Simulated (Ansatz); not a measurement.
The system is Pb.

```
Pb
1.0
     0.00000    2.47502    2.47502
     2.47502    0.00000    2.47502
     2.47502    2.47502    0.00000
Pb
1
Cartesian
  0.0000 0.0000 0.0000
```

| Item | Value |
| --- | --- |
| Program | Ansatz 0.2.0 |
| Task | relaxation of cell and atoms |
| Functional | RPBE |
| Dispersion | D3(BJ) |
| Potentials or basis | Ansatz PAW |
| Cutoff | 420 eV (not typed: the program's choice for these potentials) |
| k mesh | 9 × 9 × 9 |
| Occupations | fermi-dirac, width 0.05 eV |
| Spin | no spin polarisation |

At the start: volume 30.32 Å³/atom.

Q: Where does the relaxation end?

A: It ends after 6 steps and the volume is 22.91 Å³/atom (-24.4 %); space group Fm-3m (No. 225, to 0.05 Å).

The path:
```
step  energy change (eV)  largest force (eV/Å)  volume (Å³)
   1              0.0000                0.0000        30.32
   2             -0.3932                0.0000        26.02
   3             -0.5102                0.0000        22.22
   4             -0.5178                0.0000        23.11
   5             -0.5186                0.0000        22.91
   6             -0.5179                0.0000        22.91
```

Final structure:
```
Pb
1.0
     0.00000    2.25422    2.25422
     2.25422    0.00000    2.25422
     2.25422    2.25422    0.00000
Pb
1
Direct
  0.00000 0.00000 0.00000
```

The cell as given is a measured one (30.32 Å³/atom); RPBE+D3(BJ) puts the equilibrium volume -24.4 % from it, thermal expansion not counted.

Caveat: the volume moved by over 15 % at a fixed basis, so the end points are rough; the plane-wave basis is chosen anew once the cell has moved, so the energies of steps on either side of that aren't comparable; the volume moved by -24 % from the deposited cell, more than functionals usually miss; pairwise dispersion overbinds metals, which lowers pressure and volume; the PAW data sets come from PBE, with cores solved anew for the run's functional, which leaves a small shift of forces and pressure.
